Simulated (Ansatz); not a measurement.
## HfN, one cell by several methods

```yaml
crystal:
  lattice:
    - [0.00000, 2.26722, 2.23330]
    - [2.26722, 0.00000, 2.23330]
    - [2.26722, 2.26722, 0.00000]
  atoms:
    - { symbol: Hf, position: [0.00000, 0.00000, 0.00000] }
    - { symbol: N, position: [0.50000, 0.50000, 0.50000] }
```

Atom numbers follow the list: Hf1, N2.

The cell is the one relaxed in the Materials Project (mp-2828), not relaxed further here; entries there can be hypothetical. The listed cell was then made from it by scaling, straining or moving an atom.

Spin polarisation is left out, and whether a magnetic state lies lower isn't shown here.

No spin–orbit coupling, which matters for the heavy atoms here.

Levels of theory: DFT, PBE, PAW with Ansatz's default frozen-core files, scalar-relativistic (Ansatz 0.2.0); DFT, PBE, all-electron LAPW, scalar-relativistic (Ansatz 0.2.0).

For PAW: a Γ-centred 16×16×16 k mesh, Fermi–Dirac smearing of 0.05 eV, cutoff 420 eV, no spin polarisation. LAPW targets a basis error of 0.5 meV/atom. The Ansatz runs share mesh, smearing and spin set-up. Plane-wave (PAW) pressures include the program's estimate of the Pulay term.

Stress and pressure are positive in compression.

The change that made this cell: z strained by -1 % at fixed volume.

PAW results:

```tsv
quantity	PAW
pressure (GPa)	6.77
stress xx (GPa)	4.08
stress zz (GPa)	12.14
```

Problem. What does all-electron LAPW give for the same quantities?

Solution. 
| quantity | LAPW |
| --- | --- |
| pressure (GPa) | 6.83 |
| stress xx (GPa) | 4.15 |
| stress zz (GPa) | 12.20 |
